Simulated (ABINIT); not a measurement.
The system is Ge.

```
Ge
1.0
    -2.49590    2.65086    1.43695
     2.49590   -2.65086    1.43695
     2.49590    2.65086   -1.43695
Ge
2
Cartesian
  0.0000 1.3254 0.1841
  2.4959 1.3254 1.2529
```

This isn't the form of Ge at room conditions, which is diamond.

Base run:

- Program: ABINIT 10.8.3 (patched build)
- Functional: PBEsol
- Potentials or basis: PseudoDojo NC SR PBEsol v0.4.1 standard
- Cutoff: 952 eV
- k mesh: 8 × 8 × 8
- Occupations: fermi-dirac, width 0.05 eV
- Spin: no spin polarisation

Its results: band gap on the k mesh none (metal or under the smearing width); pressure -4.8 GPa; largest force 0.020 eV/Å.

Problem. The run is repeated on the same cell with these changes: cutoff from 952 eV to 1061 eV. What comes out?

Solution. Band gap on the k mesh none (metal or under the smearing width); pressure -2.6 GPa; largest force 0.020 eV/Å.
